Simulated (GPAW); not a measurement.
RbCl in GPAW: convergence with grid spacing (A)

Input of the first run (grid spacing (A) 0.26); the others differ in this setting and in those tied to it:

run.py

```python
from ase.dft.bandgap import bandgap
from ase.io import read, write
from gpaw import GPAW

atoms = read('POSCAR')

calc = GPAW(mode='fd',
            h=0.26,
            xc='PBE',
            kpts={'size': (7, 7, 7), 'gamma': True},
            occupations={'name': 'fermi-dirac', 'width': 0.05},
            nbands=16,
            convergence={'density': 1e-05, 'energy': 1e-05},
            maxiter=100,
            txt='gpaw.txt')
atoms.calc = calc
energy = atoms.get_potential_energy()
forces = atoms.get_forces()
calc.write('gs.gpw')
write('result.traj', atoms)
print(f'Energy: {energy:.6f} eV')
print('Forces (eV/A):')
print(forces.round(4))
print('Fermi level:', round(calc.get_fermi_level(), 4), 'eV')
print(f'Gap: {bandgap(calc)[0]:.4f} eV, direct: {bandgap(calc, direct=True)[0]:.4f} eV')
```

POSCAR

```
RbCl
1.0
    0.0000000000      3.2740000000      3.2740000000
    3.2740000000      0.0000000000      3.2740000000
    3.2740000000      3.2740000000      0.0000000000
Rb Cl
1 1
Direct
    0.0000000000      0.0000000000      0.0000000000
    0.5000000000      0.5000000000      0.5000000000
```

Potentials or basis: GPAW PAW data sets (gpaw-data 1.2.1), fd.

Run with:

```sh
$ OMP_NUM_THREADS=1 python run.py
```

Hardware: 1 thread of Intel(R) Xeon(R) 6975P-C (Granite Rapids) (shared host).

```tsv
grid spacing (A)	energy less the tightest run, at zero smearing (meV/atom)	gap on the mesh (eV)	SCF cycles	CPU time (s)	peak memory (GiB)
0.26	136.49	5.056	9	7.7	0.16
0.23	136.49	5.056	9	8.4	0.16
0.2	42.24	5.050	9	14	0.2
0.18	42.24	5.050	9	16	0.21
0.16	14.39	5.049	9	23	0.27
0.14	4.84	5.048	10	39	0.36
0.12	0.00	5.048	10	60	0.48
```

Against the tightest run, the gap on the mesh stays within 0.01 eV from 0.26 on. Not settled before the last step: the energy (to 1 meV/atom). The tightest run that finished is the yardstick and may itself not be fully converged.

Caveat, for the tightest run too: the real-space grid adds noise to forces; an odd mesh through Γ misses points on the zone boundary, where band edges often lie.
